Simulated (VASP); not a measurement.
The system is HfSiO4 (Hafnon).

```xyz
12
Lattice="-3.2862 3.2862 2.9816 3.2862 -3.2862 2.9816 3.2862 3.2862 -2.9816" Properties=species:S:1:pos:R:3 pbc="T T T"
Hf    0.0000    3.2862    1.4908
Hf    0.0000    0.0000    0.0000
Si    3.2862    0.0000    1.4908
Si    0.0000    0.0000    2.9816
O     3.2862    2.0736   -1.0746
O     4.4989    0.0000    0.4162
O     0.0000    1.2126    1.9070
O     2.0736    0.0000    0.4162
O     3.2862    1.2126    2.5654
O     1.2126    0.0000    4.0562
O     3.2863   -1.2126    2.5654
O     2.0736    3.2862    1.0746
```

| Property | Result |
| --- | --- |
| Program | VASP 6.6.1 |
| Task | relaxation of cell and atoms |
| Functional | PBE |
| Potentials or basis | VASP PAW PBE potentials, release 64 (Hf_pv, Si, O) |
| Cutoff | 600 eV |
| k mesh | 6 × 6 × 6 |
| Occupations | gaussian, width 0.03 eV |
| Spin | no spin polarisation |

At the start: pressure 5.5 GPa; volume 10.73 Å³/atom.

Task: How do energy, volume and symmetry change on relaxing?

Result: Over 9 steps the energy falls by 4.9 meV/atom and the volume is 10.96 Å³/atom (+2.1 %); space group I4_1/amd (No. 141, to 0.05 Å).

The path:
| step | energy change (eV) | largest force (eV/Å) | pressure (GPa) | volume (Å³) |
| --- | --- | --- | --- | --- |
| 1 | 0.0000 | 0.5263 | 5.52 | 128.80 |
| 2 | 0.1524 | 1.1433 | -8.36 | 135.81 |
| 3 | -0.0567 | 0.1160 | 0.37 | 131.12 |
| 4 | -0.0567 | 0.1049 | 0.46 | 131.07 |
| 5 | -0.0582 | 0.0696 | -0.24 | 131.67 |
| 6 | -0.0585 | 0.0417 | -0.09 | 131.49 |
| 7 | -0.0585 | 0.0407 | -0.05 | 131.47 |
| 8 | -0.0590 | 0.0230 | -0.02 | 131.48 |
| 9 | -0.0592 | 0.0040 | 0.02 | 131.48 |

Final structure:
```xyz
12
Lattice="-3.3089 3.3089 3.0021 3.3089 -3.3089 3.0021 3.3089 3.3089 -3.0021" Properties=species:S:1:pos:R:3 pbc="T T T"
Hf    0.0000    3.3089    1.5011
Hf    0.0000    0.0000    0.0000
Si    3.3089    0.0000    1.5011
Si    0.0000    0.0000    3.0021
O     3.3089    2.0862   -1.0906
O     4.5316    0.0000    0.4105
O     0.0000    1.2227    1.9116
O     2.0862    0.0000    0.4105
O     3.3089    1.2227    2.5916
O     1.2227    0.0000    4.0927
O     3.3089   -1.2227    2.5916
O     2.0862    3.3089    1.0906
```
